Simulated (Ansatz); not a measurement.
The system is BaTiO3.

```xyz
5
Lattice="2.8274 1.6324 2.3184 -2.8274 1.6324 2.3184 0.0000 -3.2648 2.3184" Properties=species:S:1:pos:R:3 pbc="T T T"
Ba    0.0000    0.0000    0.0000
Ti    0.0000    0.0000    3.3698
O     1.3885   -0.8017    2.3988
O    -1.3885   -0.8017    2.3988
O     0.0000    1.6033    2.3988
```

Base run:

- Program: Ansatz 0.2.0
- Functional: PBE
- Potentials or basis: Ansatz NC
- Cutoff: 1240 eV (not typed: the program's choice for these potentials)
- k mesh: 7 × 7 × 7
- Occupations: fermi-dirac, width 0.05 eV
- Spin: no spin polarisation

Its results: band gap on the k mesh 2.50 eV, indirect (least direct gap 2.80 eV); pressure 4.9 GPa; largest force 0.150 eV/Å.

Problem. The run is repeated on the same cell with these changes: potentials or basis from Ansatz NC to Ansatz PAW; cutoff from 1240 eV (not typed: the program's choice for these potentials) to 300 eV. What comes out?

Solution. Band gap on the k mesh 2.45 eV, indirect (least direct gap 2.76 eV); pressure 4.2 GPa; largest force 0.202 eV/Å.

Caveats: spin-orbit coupling is left out, which moves the levels of the heavy elements; the k mesh misses the band edges, so the gap on the mesh is wider than the one along the path (some runs); odd divisions of the mesh miss points on the zone boundary, where band edges often lie, so the gap on the mesh can be too wide (some runs); the pressure holds a Pulay correction of +23.5 GPa for the finite cutoff (some runs); the cutoff lies under the one recommended for these potentials (some runs).
